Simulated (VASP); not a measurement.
From an Ansatz input to VASP: BP (strained zincblende)

Ansatz input

```yaml
crystal:
  lattice:
    - [0.0, 2.336365139, 2.336365139]
    - [2.336365139, 0.0, 2.336365139]
    - [2.336365139, 2.336365139, 0.0]
  atoms:
    - { symbol: B, position: [0.0, 0.0, 0.0] }
    - { symbol: P, position: [0.25, 0.25, 0.25] }
kpoints:
  mp_grid: { grid: [10, 10, 10] }
  band_path:
    path:
      - [0.0, 0.0, 0.0]
      - [-0.5, -0.5, 0.0]
      - [-0.375, -0.375, 0.25]
      - [-0.375, 0.0, 0.375]
      - [0.0, 0.0, 0.5]
      - [-0.5, -0.25, 0.25]
      - [0.0, 0.403646, 0.403646]
    npoints: 1
hamiltonian:
  xc: pbe
scf:
  occupations: { method: fermi_dirac, width: 0.02 }
  n_extra_bands: 4
output:
  forces: true
  stress: true
  eigenvalues: true
  write_density: true
  write_potential: true
  elf: true
  volumetric_format: npy
```

**Question.** Write VASP inputs for this cell and level of theory.

**Answer.** 

INCAR

```
ISIF = 2
SIGMA = 0.02
NBANDS = 11
ISMEAR = -1
LASPH = .TRUE.
PREC = Accurate
LREAL = .FALSE.
NELM = 120
EDIFF = 1E-7
GGA = PE
LWAVE = .FALSE.
LCHARG = .FALSE.
ENCUT = 520
IBRION = -1
NSW = 0
```

KPOINTS

```
KPOINTS created by Atomic Simulation Environment
0
Gamma
10 10 10
0 0 0
```

KPOINTS_OPT

```
special points
7
Reciprocal
0.0000000000 0.0000000000 0.0000000000 1
-0.5000000000 -0.5000000000 0.0000000000 1
-0.3750000000 -0.3750000000 0.2500000000 1
-0.3750000000 0.0000000000 0.3750000000 1
0.0000000000 0.0000000000 0.5000000000 1
-0.5000000000 -0.2500000000 0.2500000000 1
0.0000000000 0.4036460000 0.4036460000 1
```

POSCAR

```
B  P
 1.0000000000000000
     0.0000000000000000    2.3363651390000002    2.3363651390000002
     2.3363651390000002    0.0000000000000000    2.3363651390000002
     2.3363651390000002    2.3363651390000002    0.0000000000000000
 B   P
   1   1
Cartesian
  0.0000000000000000  0.0000000000000000  0.0000000000000000
  1.1681825695000001  1.1681825695000001  1.1681825695000001
```

VASP ran with the recommended PBE PAW datasets (8 valence electrons in the cell). Other inputs would serve too.

|  | Ansatz | VASP |
| --- | --- | --- |
| gap between bands v and c | 1.36 eV | 1.35 eV |
| least direct gap | 3.29 eV | 3.29 eV |
| pressure | -11.2 GPa | -11.4 GPa |

Each program uses its own PAW datasets. VASP's cell holds 8 valence electrons and Ansatz's 8. Ansatz's stress includes a Pulay correction; VASP's doesn't.
